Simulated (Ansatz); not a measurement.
Computed with DFT PBE, scalar-relativistic, plane waves, PAW (Ansatz 0.2.0). All cells share a 420 eV cutoff and Γ-centred k meshes spaced at most about 0.3 Å⁻¹ (about 0.25 or finer for metals, 2π included). No spin polarisation.

These are static total energies at zero pressure.

Two relaxed structures of LiSe6:

A.

```cif
data_structure
_symmetry_space_group_name_H-M 'P6/mmm'
_symmetry_Int_Tables_number 191
_cell_length_a 8.1847
_cell_length_b 8.1847
_cell_length_c 3.9107
_cell_angle_alpha 90.000
_cell_angle_beta 90.000
_cell_angle_gamma 120.000
_cell_volume 226.88
loop_
_atom_site_label
_atom_site_type_symbol
_atom_site_symmetry_multiplicity
_atom_site_Wyckoff_symbol
_atom_site_fract_x
_atom_site_fract_y
_atom_site_fract_z
_atom_site_occupancy
Li1 Li 1 a 0.00000 0.00000 0.00000 1
Se1 Se 6 k 0.00000 0.30085 0.50000 1
```

B.

```cif
data_structure
_symmetry_space_group_name_H-M 'Im-3m'
_symmetry_Int_Tables_number 229
_cell_length_a 7.3421
_cell_length_b 7.3421
_cell_length_c 7.3421
_cell_angle_alpha 90.000
_cell_angle_beta 90.000
_cell_angle_gamma 90.000
_cell_volume 395.78
loop_
_atom_site_label
_atom_site_type_symbol
_atom_site_symmetry_multiplicity
_atom_site_Wyckoff_symbol
_atom_site_fract_x
_atom_site_fract_y
_atom_site_fract_z
_atom_site_occupancy
Li1 Li 2 a 0.00000 0.00000 0.00000 1
Se1 Se 12 e 0.65176 0.00000 0.00000 1
```

**Question.** Which would you expect to be lower, and how large is the difference?

**Answer.** A is lower, by 193 meV/atom. A has space group P6/mmm (No. 191), 32.4 Å³/atom and no gap on its mesh; B has space group Im-3m (No. 229), 28.3 Å³/atom and no gap. Counting Se atoms around Li (those within 1.25 times the shortest such distance or 1.15 times the sum of covalent radii; the shortest distance is added where it is long for a bond), A has Li 12 from 3.1 Å and B has Li 6. A holds Se–Se units of three or more atoms (shortest 2.46 Å); B holds Se–Se pairs (shortest 2.23 Å). Even the lower one lies +0.13 eV/atom against the reference forms of the elements (uncorrected), so neither is stable at this level. In A, around Li lie 12 Se at 3.14 Å and 2 Li at 3.91 Å; Se is surrounded by 2 Se at 2.46 Å and 2 Li at 3.14 Å. In B, around Li lie 6 Se at 2.56 Å; Se has 1 Se at 2.23 Å and 1 Li at 2.56 Å. Both come from invented guesses.

No dispersion correction is applied, so the spacing and binding between layers, chains or molecules are poorly described (P6/mmm), and this can change margins and order among such cells. In P6/mmm, Im-3m an odd number of electrons in the primitive cell allows no gap without spin; a larger cell or a magnetic state could open one. Cells relaxed within their symmetry can be saddle points.
